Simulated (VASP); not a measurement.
Crystal: Sn3Ge13.

```
Sn Ge
1.0
     0.00000    5.80948   -5.80948
     5.80948    5.80948    0.00000
     5.80948    0.00000   -5.80948
Sn Ge
3 13
Direct
  0.50000 0.00000 0.50000
  0.50000 0.50000 0.50000
  0.87500 0.37500 0.37500
  0.00000 0.00000 0.50000
  0.00000 0.50000 0.50000
  0.50000 0.00000 0.00000
  0.50000 0.50000 0.00000
  0.00000 0.00000 0.00000
  0.00000 0.50000 0.00000
  0.37500 0.37500 0.37500
  0.37500 0.87500 0.37500
  0.87500 0.87500 0.37500
  0.37500 0.37500 0.87500
  0.37500 0.87500 0.87500
  0.87500 0.37500 0.87500
  0.87500 0.87500 0.87500
```

The cell was built by a generator and needn't be a form met in nature.

* Program: VASP 6.6.1
* Task: relaxation of cell and atoms
* Functional: PBEsol
* Potentials or basis: VASP PAW PBE potentials, release 64 (Sn_d, Ge_d)
* Cutoff: 600 eV
* k mesh: 6 × 6 × 6
* Occupations: gaussian, width 0.03 eV
* Spin: no spin polarisation

At the start: pressure 2.1 GPa; volume 24.51 Å³/atom.

**Question.** How do energy, volume and symmetry change on relaxing?

**Answer.** Over 11 steps the energy falls by 42.3 meV/atom and the volume is 25.03 Å³/atom (+2.1 %); space group Cm (No. 8, to 0.05 Å).

The path:
```tsv
step	energy change (eV)	largest force (eV/Å)	pressure (GPa)	volume (Å³)
1	0.0000	1.8750	2.06	392.14
2	-0.5817	0.4981	-1.27	410.28
3	-0.5818	0.4883	-1.25	410.48
4	-0.6724	0.1300	-0.05	401.10
5	-0.6726	0.1368	-0.03	400.74
6	-0.6764	0.0541	0.09	400.10
7	-0.6764	0.0540	0.03	400.12
8	-0.6773	0.0203	0.04	400.35
9	-0.6774	0.0269	0.01	400.41
10	-0.6774	0.0287	0.00	400.42
11	-0.6775	0.0051	0.01	400.50
```

Final structure:
```
CELL_PARAMETERS angstrom
0.00286 5.84413 -5.85365
5.84699 5.84699 0.00000
5.85043 -0.00344 -5.85994
ATOMIC_POSITIONS crystal
Sn 0.49995 0.99950 0.50106
Sn 0.48683 0.50402 0.50514
Sn 0.88883 0.37067 0.36982
Ge 0.00393 0.98671 0.50460
Ge 0.00393 0.50476 0.50460
Ge 0.49897 0.99995 0.00010
Ge 0.49897 0.50097 0.00010
Ge 0.00112 0.99934 0.00021
Ge 0.00428 0.50440 0.98692
Ge 0.36612 0.38402 0.36513
Ge 0.36612 0.88473 0.36513
Ge 0.88866 0.87064 0.37006
Ge 0.37015 0.37065 0.88855
Ge 0.37018 0.87074 0.88834
Ge 0.87598 0.37489 0.87511
Ge 0.87598 0.87401 0.87511
```

Caveat: the PAW data sets were made with another functional, which shifts forces and pressure a little.
